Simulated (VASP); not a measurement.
# O2C in VASP: notebook, part 2 of 2

VASP 6.6.1. Earlier steps stand in the parts before.

**3. Relaxation of the atoms, PBE**

Input file INCAR:

```
SYSTEM = CO2
ALGO = Fast
EDIFF = 1E-6
EDIFFG = -0.003
ENCUT = 520
GGA = PE
IBRION = 2
ISIF = 2
ISMEAR = 0
LASPH = .TRUE.
LCHARG = .FALSE.
LREAL = .FALSE.
LWAVE = .FALSE.
NELM = 100
NSW = 100
PREC = Accurate
SIGMA = 0.01
```

Input file KPOINTS:

```
k-points
0
G
  1 1 1
  0 0 0
```

Input file POSCAR:

```
CO2
1.0
   12.0000000000      0.0000000000      0.0000000000
    0.0000000000     12.5000000000      0.0000000000
    0.0000000000      0.0000000000     13.0000000000
O C
2 1
Direct
    0.4025000000      0.5000000000      0.5000000000
    0.5975000000      0.5000000000      0.5000000000
    0.5000000000      0.5000000000      0.5000000000
```

Potentials or basis: VASP PAW PBE potentials, release 64 (O, C).

Command:

```console
cat potpaw_PBE.64/O/POTCAR potpaw_PBE.64/C/POTCAR > POTCAR
mpirun -np 1 vasp_gam > vasp.out
```

Run time: 2.8 min. Hardware: 1 thread of Intel Xeon 6975P-C (Granite Rapids), shared host; peak memory 1.5 GiB.

Results (log left out):

```
Free energy                     : -22.9669 eV
Energy gained by relaxing       : 1.5 meV/atom
Ionic steps                     : 3
Gap between the frontier levels : 8.03 eV
```

Step by step:
```tsv
step	energy change (eV)	largest force (eV/Å)	pressure (GPa)
1	0.0000	0.6984	0.04
2	0.0651	2.5024	-0.17
3	-0.0046	0.0009	-0.01
```

Final structure:
```
O C
1.0
    12.00000    0.00000    0.00000
     0.00000   12.50000    0.00000
     0.00000    0.00000   13.00000
O C
2 1
Direct
  0.40194 0.50000 0.50000
  0.59806 0.50000 0.50000
  0.50000 0.50000 0.50000
```

Levels at points of the mesh, in eV from the valence-band top:
| k point | band 6 | band 7 | band 8 | band 9 | band 10 | band 11 |
| --- | --- | --- | --- | --- | --- | --- |
| (0.00, 0.00, 0.00) | -3.53 | 0.00 | 0.00 | 8.03 | 8.45 | 8.45 |

Caveat: the standard files for N, O and F lose accuracy on very short bonds.

**4. Single point, PBE+D4**

Input file INCAR:

```
PREC = Accurate ; ENCUT = 520
EDIFF = 1E-7 ; ISMEAR = 0
SIGMA = 0.01 ; LREAL = F
LASPH = T ; NELM = 100
ALGO = Fast ; ISIF = 2
LWAVE = F ; LCHARG = F
GGA = PE ; IVDW = 13
NBANDS = 15
```

Input file KPOINTS:

```
Automatic mesh
0
Gamma
  1 1 1
```

Input file POSCAR:

```
CO2
1.0
   12.0000000000      0.0000000000      0.0000000000
    0.0000000000     12.5000000000      0.0000000000
    0.0000000000      0.0000000000     13.0000000000
O C
2 1
Direct
    0.4024503615      0.5000000000      0.5000000000
    0.5975496385      0.5000000000      0.5000000000
    0.5000000000      0.5000000000      0.5000000000
```

Potentials or basis: VASP PAW PBE potentials, release 64 (O, C).

Command:

```console
cat potpaw_PBE.64/O/POTCAR potpaw_PBE.64/C/POTCAR > POTCAR
mpirun -np 1 vasp_gam > vasp.out
```

OUTCAR:

```text
PREC = Accurate
   ENCUT = 520
   EDIFF = 1E-7
   ISMEAR = 0
   LREAL = F
   LASPH = T
   NELM = 100
   ISIF = 2
   GGA = PE
   IVDW = 13

 ion  position               nearest neighbor table
   1  0.402  0.500  0.500-   3 1.17
   2  0.598  0.500  0.500-   3 1.17
   3  0.500  0.500  0.500-   1 1.17   2 1.17

  LATTYP: Found a simple orthorhombic cell.
 ALAT       =    12.0000000000
 B/A-ratio  =     1.0416666667
 C/A-ratio  =     1.0833333333

  Lattice vectors:

 A1 = (  12.0000000000,   0.0000000000,   0.0000000000)
 A2 = (   0.0000000000,  12.5000000000,   0.0000000000)
 A3 = (   0.0000000000,   0.0000000000,  13.0000000000)

Analysis of symmetry for initial positions (statically):
=====================================================================
 Subroutine PRICEL returns:
 Original cell was already a primitive cell.

 Routine SETGRP: Setting up the symmetry group for a
 simple orthorhombic supercell.

[... 144 lines left out ...]

  energy without entropy =      -22.96304659  energy(sigma->0) =      -22.96304659

 E-fermi :  -8.9096     XC(G=0):  -0.3817

 val. band max:       -8.9704819436   @ k =   0.0000   0.0000   0.0000
 cond. band min:      -0.9106340926   @ k =   0.0000   0.0000   0.0000
 fundamental gap:      8.0598478509
 Fermi energy:        -8.9096127637

 k-point     1 :       0.0000    0.0000    0.0000
  band No.  band energies     occupation
      1     -29.1191      2.00000
      2     -28.1095      2.00000
      3     -13.6506      2.00000
      4     -12.5840      2.00000
      5     -12.5840      2.00000
      6     -12.4934      2.00000
      7      -8.9705      2.00000
      8      -8.9705      2.00000
      9      -0.9106      0.00000
     10      -0.4077      0.00000
     11      -0.4077      0.00000
     12       0.3026      0.00000
     13       0.6814      0.00000
     14       0.7352      0.00000
     15       0.8579      0.00000

------------------------ aborting loop because EDIFF is reached ----------------------------------------

  DFT-D4 for vdW energy calculation

  Edisp (eV):   -0.02684

  FORCE on cell =-STRESS in cart. coord.  units (eV):
  Direction    XX          YY          ZZ          XY          YZ          ZX
  --------------------------------------------------------------------------------------
  -------------------------------------------------------------------------------------
  Total       1.39749    -0.06726    -0.06722     0.00000     0.00000     0.00000
  in kB       1.14822    -0.05526    -0.05523     0.00000     0.00000     0.00000
  external pressure =        0.35 kB  Pullay stress =        0.00 kB

 VOLUME and BASIS-vectors are now :
 -----------------------------------------------------------------------------
  energy-cutoff  :      520.00
  volume of cell :     1950.00
      direct lattice vectors                 reciprocal lattice vectors
    12.000000000  0.000000000  0.000000000     0.083333333  0.000000000  0.000000000
     0.000000000 12.500000000  0.000000000     0.000000000  0.080000000  0.000000000
     0.000000000  0.000000000 13.000000000     0.000000000  0.000000000  0.076923077

 POSITION                                       TOTAL-FORCE (eV/Angst)
 -----------------------------------------------------------------------------------
      4.82940      6.25000      6.50000        -0.633133      0.000000      0.000000
      7.17060      6.25000      6.50000         0.633133     -0.000000      0.000000
      6.00000      6.25000      6.50000         0.000000     -0.000000      0.000000
 -----------------------------------------------------------------------------------
    total drift:                                0.000000      0.000000     -0.000000

  FREE ENERGIE OF THE ION-ELECTRON SYSTEM (eV)
  ---------------------------------------------------
  free  energy   TOTEN  =       -22.9898882582 eV

  energy  without entropy=      -22.9898882582  energy(sigma->0) =      -22.98988826
```

OSZICAR:

```text
N       E                     dE             d eps       ncg     rms          rms(c)
DAV:   1     0.200304082632E+03    0.20030E+03   -0.37553E+03    38   0.579E+02
DAV:   2     0.582611007195E+02   -0.14204E+03   -0.13852E+03    52   0.110E+02
DAV:   3    -0.148636377373E+02   -0.73125E+02   -0.72228E+02    44   0.105E+02
[... 18 lines left out ...]
RMM:  22    -0.229630457632E+02   -0.27971E-05   -0.75666E-07    42   0.577E-03    0.840E-04
RMM:  23    -0.229630463227E+02   -0.55950E-06   -0.65739E-08    34   0.167E-03    0.961E-04
RMM:  24    -0.229630464678E+02   -0.14511E-06   -0.12169E-08    36   0.780E-04    0.482E-04
RMM:  25    -0.229630465776E+02   -0.10975E-06   -0.33883E-08    36   0.121E-03    0.189E-04
RMM:  26    -0.229630465923E+02   -0.14695E-07   -0.70575E-10    30   0.362E-04
   1 F= -.22989888E+02 E0= -.22989888E+02  d E =-.902286E-18
```

stdout:

```text
POSCAR found type information on POSCAR O C
 POSCAR found :  2 types and       3 ions
 scaLAPACK will be used
 LDA part: xc-table for (Slater+PW92), standard interpolation
 POSCAR, INCAR and KPOINTS ok, starting setup
 FFT: planning ... GRIDC
 FFT: planning ... GRID_SOFT
 FFT: planning ... GRID
 WAVECAR not read
 entering main loop
```

Wall time 87 s (1 thread of Intel Xeon 6975P-C (Granite Rapids), shared host); peak memory 1.4 GiB.

Results:

| Item | Value |
| --- | --- |
| Free energy | -22.9899 eV |
| Largest force | 0.633 eV/Å |
| Gap between the frontier levels | 8.06 eV |
| Dispersion energy per atom | -0.009 eV |

Forces in eV/Å, atoms in the order of the input:
```
O   -0.633  0.000  0.000
O    0.633  0.000  0.000
C    0.000  0.000  0.000
```

Caveat: the standard files for N, O and F lose accuracy on very short bonds. A hybrid or GW would open this gap; PBE tends to underestimate it.

**5. Relaxation of the atoms, PBE+D4**

Input file INCAR:

```
ALGO = Fast
EDIFF = 1E-6
EDIFFG = -0.003
ENCUT = 520
GGA = PE
IBRION = 2
ISIF = 2
ISMEAR = 0
IVDW = 13
LASPH = T
LCHARG = F
LREAL = F
LWAVE = F
NELM = 100
NSW = 100
PREC = Accurate
SIGMA = 0.01
```

Input file KPOINTS:

```
k-points
0
Gamma
  1 1 1
```

Input file POSCAR:

```
CO2
1.0
   12.0000000000      0.0000000000      0.0000000000
    0.0000000000     12.5000000000      0.0000000000
    0.0000000000      0.0000000000     13.0000000000
O C
2 1
Direct
    0.4025000000      0.5000000000      0.5000000000
    0.5975000000      0.5000000000      0.5000000000
    0.5000000000      0.5000000000      0.5000000000
```

Command:

```console
cat potpaw_PBE.64/O/POTCAR potpaw_PBE.64/C/POTCAR > POTCAR
mpirun -np 1 vasp_gam > vasp.out
```

Wall time 2.8 min (1 thread of Intel Xeon 6975P-C (Granite Rapids), shared host); peak memory 1.5 GiB.

It converged, with:

| Property | Result |
| --- | --- |
| Free energy | -22.9937 eV |
| Energy gained by relaxing | 1.5 meV/atom |
| Ionic steps | 3 |
| Gap between the frontier levels | 8.03 eV |
| Dispersion energy per atom | -0.009 eV |

Step by step:
| step | energy change (eV) | largest force (eV/Å) | pressure (GPa) |
| --- | --- | --- | --- |
| 1 | 0.0000 | 0.6965 | 0.04 |
| 2 | 0.0648 | 2.4968 | -0.17 |
| 3 | -0.0046 | 0.0009 | -0.01 |

Final structure:
```
O C
1.0
    12.00000    0.00000    0.00000
     0.00000   12.50000    0.00000
     0.00000    0.00000   13.00000
O C
2 1
Direct
  0.40194 0.50000 0.50000
  0.59806 0.50000 0.50000
  0.50000 0.50000 0.50000
```

Levels at points of the mesh, in eV from the valence-band top:
```tsv
k point	band 4	band 5	band 6	band 7	band 8	band 9	band 10	band 11	band 12
(0.00, 0.00, 0.00)	-3.56	-3.56	-3.53	0.00	0.00	8.03	8.45	8.45	9.25
```

Caveat: the standard files for N, O and F lose accuracy on very short bonds.

**6. The runs side by side**

| task | level | cell | gap on the mesh (eV) | largest force (eV/Å) |
| --- | --- | --- | --- | --- |
| single point | PBE | as given | 8.06 | 0.63 |
| relaxation of the atoms | PBE | atoms relaxed | 8.03 | - |
| single point | PBE+D4 | as given | 8.06 | 0.63 |
| relaxation of the atoms | PBE+D4 | atoms relaxed | 8.03 | - |

Alike in all rows: potentials or basis VASP PAW PBE potentials, release 64 (O, C); no spin polarisation; k mesh 1 × 1 × 1; cutoff (eV) 520; smearing gaussian 0.01 eV.

Caveats: the standard files for N, O and F lose accuracy on very short bonds.

Absolute energies hang on the potentials; compare differences alone.
